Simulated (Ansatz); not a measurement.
## Pressure against volume: Zr

Space group Im-3m (No. 229). a = 3.620 Å, b = 3.620 Å, c = 3.620 Å, α = 90.00°, β = 90.00°, γ = 90.00°
| atom | site | symmetry | x | y | z |
| --- | --- | --- | --- | --- | --- |
| Zr | 2a | m-3m | 0.0000 | 0.0000 | 0.0000 |

The runs use the primitive cell with vectors (-1.810, 1.810, 1.810), (1.810, -1.810, 1.810), (1.810, 1.810, -1.810) Å, to which the k mesh refers.

The cell comes from COD entry 9008559, which wasn't checked; take it as a given geometry.

Methods: DFT, PBEsol, all-electron LAPW, scalar-relativistic (Ansatz 0.2.0); DFT, PBEsol, PAW with Ansatz's default frozen-core files, scalar-relativistic (Ansatz 0.2.0).

For LAPW: a Γ-centred 14×14×14 k mesh, Fermi–Dirac smearing of 0.08 eV, basis error target 0.5 meV/atom, no spin polarisation. PAW takes a cutoff of 420 eV at this cell (files made with PBE, cores remade for this functional). The Ansatz runs share mesh, smearing and spin set-up. Plane-wave (PAW) pressures include the program's estimate of the Pulay term.

The cell above is scaled evenly, with fractional coordinates and shape held.

| V/V(cell) | V (Å³/atom) | P, LAPW (GPa) | P, PAW (GPa) |
| --- | --- | --- | --- |
| 0.9400 | 22.296 | -1.83 | -1.86 |
| 0.9500 | 22.533 | -2.73 | -2.75 |
| 0.9600 | 22.770 | -3.59 | -3.61 |
| 0.9750 | 23.126 | -4.81 | -4.83 |
| 0.9800 | 23.245 | -5.19 | -5.22 |
| 0.9900 | 23.482 | -5.95 | -5.97 |
| 1.0000 | 23.719 | -6.67 | -6.69 |
| 1.0100 | 23.956 | -7.36 | -7.38 |
| 1.0200 | 24.193 | -8.02 | -8.04 |
| 1.0250 | 24.312 | ? | ? |
| 1.0400 | 24.668 | -9.25 | -9.27 |
| 1.0500 | 24.905 | -9.83 | -9.85 |
| 1.0600 | 25.142 | -10.38 | -10.40 |

(1) Fill in the row V/V(cell) = 1.0250.

Answers

(1) P, LAPW (GPa) = -8.34, P, PAW (GPa) = -8.36.
